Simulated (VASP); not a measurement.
# BAs (F-43m) in VASP: a series of runs, part 2 of 2

VASP 6.6.1. The steps go on from the part before.

## 4. G0W0 quasiparticle levels, PBE

The input, POSCAR:

```
BAs
1.0
    0.0000000000      2.3885000000      2.3885000000
    2.3885000000      0.0000000000      2.3885000000
    2.3885000000      2.3885000000      0.0000000000
As B
1 1
Direct
    0.7500000000      0.7500000000      0.7500000000
    0.0000000000      0.0000000000      0.0000000000
```

The input, INCAR.step1:

```
SYSTEM = BAs
ALGO     = Normal         ! electronic algorithm
EDIFF    = 1E-8           ! SCF threshold, eV
ENCUT    = 450            ! plane-wave cutoff, eV
GGA      = PE             ! functional
ISMEAR   = 0              ! smearing method
LASPH    = .True.         ! aspherical terms in the spheres
LCHARG   = .False.        ! write CHGCAR
LREAL    = .False.        ! projectors in reciprocal space
LWAVE    = .True.         ! write WAVECAR
NELM     = 60             ! most SCF steps
PREC     = Accurate       ! precision mode
SIGMA    = 0.01           ! smearing width, eV
```

The input, INCAR.step2:

```
SYSTEM = BAs
ALGO     = Exact          ! electronic algorithm
EDIFF    = 1E-8           ! SCF threshold, eV
ENCUT    = 450            ! plane-wave cutoff, eV
GGA      = PE             ! functional
ISMEAR   = 0              ! smearing method
ISTART   = 1            
LASPH    = .True.         ! aspherical terms in the spheres
LCHARG   = .False.        ! write CHGCAR
LOPTICS  = .True.         ! frequency-dependent dielectric function
LREAL    = .False.        ! projectors in reciprocal space
LWAVE    = .True.         ! write WAVECAR
NBANDS   = 113            ! bands
NELM     = 1              ! most SCF steps
PREC     = Accurate       ! precision mode
SIGMA    = 0.01           ! smearing width, eV
```

The input, INCAR.step3:

```
SYSTEM = BAs
ALGO     = EVGW0          ! electronic algorithm
EDIFF    = 1E-8           ! SCF threshold, eV
ENCUT    = 450            ! plane-wave cutoff, eV
ENCUTGW  = 150            ! cutoff of the response function
GGA      = PE             ! functional
ISMEAR   = 0              ! smearing method
ISTART   = 1            
LASPH    = .True.         ! aspherical terms in the spheres
LCHARG   = .False.        ! write CHGCAR
LREAL    = .False.        ! projectors in reciprocal space
LWAVE    = .False.        ! write WAVECAR
NBANDS   = 113            ! bands
NBANDSGW = 12           
NELMGW   = 1            
NOMEGA   = 48             ! frequency points
PREC     = Accurate       ! precision mode
PRECFOCK = Fast         
SIGMA    = 0.01           ! smearing width, eV
```

The input, KPOINTS:

```
k-points
0
Gamma
  3 3 3
  0 0 0
```

Potentials or basis: VASP PAW PBE potentials, release 64 (As_GW, B_GW).

On the command line:

```bash
$ cat potpaw_PBE.64/As_GW/POTCAR potpaw_PBE.64/B_GW/POTCAR > POTCAR
$ cp INCAR.step1 INCAR
$ mpirun -np 1 vasp_std > vasp.out
$ cp INCAR.step2 INCAR
$ mpirun -np 1 vasp_std > vasp.out
$ cp INCAR.step3 INCAR
$ mpirun -np 1 vasp_std > vasp.out
```

OUTCAR:

```text
SYSTEM = BAs
   EDIFF = 1E-8
   ENCUT = 450
   ENCUTGW = 150
   GGA = PE
   ISMEAR = 0
   ISTART = 1
   LASPH = .True.
   LREAL = .False.
   NELMGW = 1
   PREC = Accurate
   PRECFOCK = Fast

 Found      4 irreducible k-points:

 Following reciprocal coordinates:
            Coordinates               Weight
  0.000000  0.000000  0.000000      1.000000
  0.333333  0.000000  0.000000      8.000000
  0.333333  0.333333  0.000000      6.000000
 -0.333333  0.333333  0.000000     12.000000
   k-points           NKPTS =      4   k-points in BZ     NKDIM =     27   number of bands    NBANDS=    113
   number of dos      NEDOS =    301   number of ions     NIONS =      2
   total plane-waves  NPLWV =  13824
   dimension x,y,z NGX =    24 NGY =   24 NGZ =   24
   dimension x,y,z NGXF=    48 NGYF=   48 NGZF=   48
   ions per type =               1   1
   NGX,Y,Z   is equivalent  to a cutoff of  11.81, 11.81, 11.81 a.u.
   NGXF,Y,Z  is equivalent  to a cutoff of  23.62, 23.62, 23.62 a.u.
 SYSTEM =  BAs
   PREC   = accura    normal or accurate (medium, high low for compatibility)
   ISTART =      1    job   : 0-new  1-cont  2-samecut
   ICHARG =      0    charge: 1-file 2-atom 10-const
   ISPIN  =      1    spin polarized calculation?
   LNONCOLLINEAR =      F non collinear calculations
   LSORBIT =      F    spin-orbit coupling
   LASPH  =      T    aspherical Exc in radial PAW
   ENCUT  =  450.0 eV  33.07 Ry    5.75 a.u.   5.84  5.84  5.84*2*pi/ulx,y,z
   NELM   =     60;   NELMIN=  2; NELMDL=  0     # of ELM steps
   EDIFF  = 0.1E-07   stopping-criterion for ELM
   LREAL  =      F    real-space projection
   EDIFFG = 0.1E-06   stopping-criterion for IOM
   NSW    =      0    number of steps for IOM
   IBRION =     -1    ionic relax: 0-MD 1-quasi-New 2-CG
   NFREE  =      0    steps in history (QN), initial steepest desc. (CG)
   ISIF   =      0    stress and relaxation
   ISYM   =      3    0-nonsym 1-usesym 2-fastsym
   POTIM  = 0.5000    time-step for ionic-motion
   TEBEG  =    0.0;   TEEND  =   0.0 temperature during run
   PSTRESS=    0.0 pullay stress
   NELECT =       8.0000    total number of electrons
   NUPDOWN=      -1.0000    fix difference up-down
   EMIN   =  10.00;   EMAX   =-10.00  energy-range for DOS
   EFERMI =   0.00;   METHOD = LEGACY
   ISMEAR =     0;   SIGMA  =   0.01  broadening in eV -4-tet -1-fermi 0-gaus
   EFERMI_NEDOS =   21; number of points for ismear=-14 and -15
   IALGO  =     38    algorithm
   IMIX   =      4    mixing-type and parameters
     AMIX     =   0.40;   BMIX     =  1.00
     AMIX_MAG =   1.60;   BMIX_MAG =  1.00
  volume/ion in A,a.u.               =      13.63        91.95
  Fermi-wavevector in a.u.,A,eV,Ry     =   1.088018  2.056057 16.106360  1.183784
  Thomas-Fermi vector in A             =   2.224191
   LORBIT       =      0    0 simple, 1 ext, 2 COOP (PROOUT), +10 PAW based schemes
   GGA     = PE    functional components
   LHFCALC =     T    Hartree Fock is set to
   PRECFOCK=fast      Normal, Fast or Accurate (Low or Medium for compatibility)
   ENCUT4O =  -1.0   cutoff for four orbital integrals eV
   NKREDX  =     1    reduce k-point grid by
   NKREDY  =     1    reduce k-point grid by
   NKREDZ  =     1    reduce k-point grid by
   AEXX    =    1.0000 exact exchange contribution
   HFSCREEN=    0.0000 screening length (either q_TF or 0.3 A-1)
   HFSCREENC=   0.0000 screening length for correlation (either q_TF or 0.3 A-1)
   ENCUTFOCK=  -1.0 apply spherical cutoff to Coloumb kernel
   IVDW    =     0    specifies the selected vdW correction
   LEPSILON=     F    determine dielectric tensor
   LRPA    =     F    only Hartree local field effects (RPA)
   LRPAFORCE           =     F    calculate RPA forces
   ENCUTGW             = 150.0    cutoff for response function in eV
   ENCUTGWSOFT         = 120.0    soft cutoff for Coulomb kernel in GW response function in eV
   ENCUTLF             =  -1.0    cutoff for local field effects
   NELMGW              =     1    number of iterations in solving QP/BSE equation
   NELMHF              =     1    number of iterations in the inner HF iteration
   NKREDLFX            =     1    NKREDLFY  =   1   NKREDLFZ  =   1
 non-spin polarized calculation
 Gauss-broadening in eV      SIGMA  =   0.01
  energy-cutoff  :      450.00
  volume of cell :       27.25
 maximum number of plane-waves:       609
  NGX = 14; NGY = 14; NGZ = 14
   NGX = 11   NGY = 11   NGZ = 11
 maximum number of plane-waves:       117

 QP shifts <psi_nk| G(iteration)W_0 |psi_nk>: iteration 1
 for sc-GW calculations column KS-energies equals QP-energies in previous step
 and V_xc(KS)=  KS-energies - (<T + V_ion + V_H > + <T+V_H+V_ion>^1  + <V_x>^1)

 k-point   1 :       0.0000    0.0000    0.0000
  band No.  KS-energies  QP-energies   sigma(KS)   V_xc(KS)     V^pw_x(r,r')   Z            occupation Imag(sigma)

      1      -9.1660      -9.9859     -12.7531     -11.6436     -19.5361       0.7390       2.0000       1.2823
      2       6.2712       5.7240     -13.3046     -12.6127     -14.7586       0.7909       2.0000       0.0946
      3       6.2712       5.7240     -13.3046     -12.6127     -14.7586       0.7909       2.0000       0.0946
      4       6.2712       5.7240     -13.3046     -12.6127     -14.7586       0.7909       2.0000       0.0946
      5       9.5022       9.7640     -11.0388     -11.3720      -6.3473       0.7854       0.0000      -0.0757
      6       9.5022       9.7640     -11.0388     -11.3720      -6.3473       0.7854       0.0000      -0.0757
      7       9.5022       9.7640     -11.0388     -11.3720      -6.3473       0.7854       0.0000      -0.0757
      8      10.9398      11.4522     -11.9272     -12.6009      -6.1731       0.7605       0.0000      -0.1398
      9      15.8266      15.7088      -8.9592      -8.8101      -2.9261       0.7896       0.0000      -0.3021
     10      19.1544      19.1500     -10.4093     -10.4036      -4.3233       0.7777       0.0000      -0.2834
     11      19.1544      19.1500     -10.4093     -10.4036      -4.3233       0.7777       0.0000      -0.2834
     12      20.5662      20.4372      -9.1141      -8.9570      -2.4337       0.8215       0.0000      -0.6879

 k-point   2 :       0.3333    0.0000    0.0000
  band No.  KS-energies  QP-energies   sigma(KS)   V_xc(KS)     V^pw_x(r,r')   Z            occupation Imag(sigma)

      1      -7.4438      -8.1958     -12.8974     -11.8436     -19.0407       0.7137       2.0000       0.9628
      2      -0.4983      -1.2362     -12.5800     -11.6070     -15.9378       0.7583       2.0000       0.2657
      3       4.7430       4.1654     -13.0782     -12.3430     -14.8961       0.7855       2.0000       0.1044
      4       4.7430       4.1654     -13.0782     -12.3430     -14.8961       0.7855       2.0000       0.1044
      5       9.1089       9.3537     -11.2748     -11.5888      -6.3177       0.7799       0.0000      -0.0852
      6      11.0558      11.2855     -10.8605     -11.1534      -5.7665       0.7841       0.0000      -0.1083
      7      11.0558      11.2855     -10.8605     -11.1534      -5.7665       0.7841       0.0000      -0.1083
      8      14.9422      15.1506     -10.4637     -10.7376      -4.0879       0.7609       0.0000      -0.2730
      9      17.7374      17.7595      -9.5169      -9.5446      -3.2345       0.7971       0.0000      -0.3872
     10      18.2375      18.2520     -10.0955     -10.1138      -3.9604       0.7919       0.0000      -0.3564
     11      18.2375      18.2520     -10.0955     -10.1138      -3.9604       0.7919       0.0000      -0.3564
     12      22.4274      22.6181     -10.3668     -10.6212      -3.1758       0.7497       0.0000      -0.6667

 k-point   3 :       0.3333    0.3333    0.0000
  band No.  KS-energies  QP-energies   sigma(KS)   V_xc(KS)     V^pw_x(r,r')   Z            occupation Imag(sigma)

      1      -6.8219      -7.6070     -12.9537     -11.8843     -18.8100       0.7341       2.0000       0.8883
      2       0.3098      -0.4037     -13.2034     -12.2710     -16.3876       0.7652       2.0000       0.2433
      3       2.7881       2.1356     -12.7365     -11.8942     -15.0922       0.7747       2.0000       0.1204
      4       2.7881       2.1356     -12.7365     -11.8942     -15.0922       0.7747       2.0000       0.1204
      5       7.5068       7.5250     -10.3302     -10.3531      -5.8545       0.7968       0.0000      -0.0683
      6       9.3531       9.3586      -9.9004      -9.9074      -4.9282       0.7940       0.0000      -0.0962
      7      15.3960      15.7972     -11.5664     -12.0870      -5.2820       0.7708       0.0000      -0.2842
      8      15.3960      15.7972     -11.5664     -12.0870      -5.2820       0.7708       0.0000      -0.2842
      9      17.7541      18.0824     -11.2407     -11.6706      -4.4117       0.7637       0.0000      -0.4075
     10      21.8032      21.8343     -10.4234     -10.4634      -3.8834       0.7789       0.0000      -0.5159
     11      22.0290      22.2440     -10.2887     -10.5747      -3.3072       0.7520       0.0000      -0.6248
     12      25.5856      25.4977      -9.7819      -9.6682      -2.5477       0.7730       0.0000      -0.9586

 k-point   4 :      -0.3333    0.3333    0.0000
  band No.  KS-energies  QP-energies   sigma(KS)   V_xc(KS)     V^pw_x(r,r')   Z            occupation Imag(sigma)

      1      -5.3389      -5.9992     -13.1423     -12.2478     -18.4720       0.7382       2.0000       0.6943
      2      -1.6114      -2.4593     -13.0910     -11.9690     -17.1029       0.7557       2.0000       0.3890
      3       0.1557      -0.5945     -11.9720     -11.0017     -14.8096       0.7732       2.0000       0.1944
      4       3.1964       2.5572     -12.8354     -12.0124     -15.0695       0.7766       2.0000       0.1156
      5       8.7106       8.7524     -10.2154     -10.2680      -5.4294       0.7930       0.0000      -0.0810
      6      13.5084      13.9042     -11.1730     -11.6901      -5.1125       0.7655       0.0000      -0.2106
      7      14.3617      14.7348     -11.2263     -11.7080      -5.1334       0.7744       0.0000      -0.2592
      8      15.6007      15.8654     -11.3587     -11.7060      -4.9689       0.7624       0.0000      -0.3132
      9      15.7170      15.7742     -10.3053     -10.3779      -4.5681       0.7883       0.0000      -0.2309
     10      18.3558      18.3094     -10.0407      -9.9829      -4.0989       0.8018       0.0000      -0.3346
     11      23.1158      23.3845     -10.9505     -11.3129      -3.3076       0.7418       0.0000      -0.7949
     12      24.7319      24.6589      -9.3936      -9.3001      -2.4061       0.7806       0.0000      -0.7735
```

It took 15 s on 1 thread of Intel Xeon Platinum 8488C (Sapphire Rapids), shared host; peak memory 0.18 GiB.

These settings aren't checked as converged: the numbers below hold their error.

What came out:

- Band gap on the k mesh, mean-field level: 1.24 eV, indirect (least direct gap 3.23 eV)
- Quasiparticle gap: 1.80 eV
- Least direct quasiparticle gap: 4.04 eV

Caveat: the k mesh is coarse (spacing up to 0.76 Å⁻¹), so the values aren't converged; bands, screening cutoff and mesh are small and nothing is extrapolated, so the quasiparticle values aren't converged; an odd mesh through Γ misses points on the zone boundary, where band edges often lie.

## 5. The reference run

An earlier run on the cell as given: functional PBE; potentials or basis VASP PAW PBE potentials, release 64 (As, B); cutoff 520 eV; k mesh 10 × 10 × 10; occupations fermi-dirac, width 0.05 eV; no spin polarisation.

* Pressure: 3.4 GPa
* Band gap on the k mesh: 1.18 eV, indirect (least direct gap 3.28 eV)
